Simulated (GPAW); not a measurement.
Input of a GPAW 26.7.0 run:

File run.py:

```python
from ase import Atoms
from ase.dft.bandgap import bandgap
from ase.io import write
from ase.units import Bohr, GPa
from gpaw import GPAW, PW
from gpaw.elf import elf_from_dft_calculation

atoms = Atoms(['Ge'],
              cell=[[-0.0282083, 2.10199665, 2.11345782],
                    [2.07162474, -0.03255139, 2.11780091],
                    [2.04296056, 2.07767556, -0.00388721]],
              scaled_positions=[[0.0, 0.0, 0.0]],
              pbc=True)

calc = GPAW(mode=PW(600),
            xc='PBE',
            kpts={'size': (11, 11, 11), 'gamma': True},
            occupations={'name': 'fermi-dirac', 'width': 0.05},
            nbands=8,
            convergence={'density': 1e-05, 'energy': 1e-05},
            maxiter=150,
            txt='gpaw.txt')
atoms.calc = calc
energy = atoms.get_potential_energy()
forces = atoms.get_forces()
stress = atoms.get_stress()
calc.write('gs.gpw')
write('result.traj', atoms)
print(f'Energy: {energy:.6f} eV')
print('Forces (eV/A):')
print(forces.round(4))
print('Stress (GPa):', (stress / GPa).round(3))
print('Fermi level:', round(calc.get_fermi_level(), 4), 'eV')
print(f'Gap: {bandgap(calc)[0]:.4f} eV, direct: {bandgap(calc, direct=True)[0]:.4f} eV')

# fields on the real-space grid
write('density.cube', atoms, data=calc.get_pseudo_density() * Bohr**3)
write('potential.cube', atoms, data=calc.get_electrostatic_potential())
write('elf.cube', atoms, data=elf_from_dft_calculation(calc).data)
```

Potentials or basis: GPAW PAW data sets (gpaw-data 1.2.1), pw.

Launch:

```sh
$ OMP_NUM_THREADS=1 python run.py
```

Task: Predict the band gap on the k mesh.

Result: None (metal or under the smearing width).

Task: Predict the pressure.

Result: 3.9 GPa.

Stress tensor (GPa, compression positive):
```
 3.50  1.58 -0.07
 1.58  3.84  0.20
-0.07  0.20  4.40
```
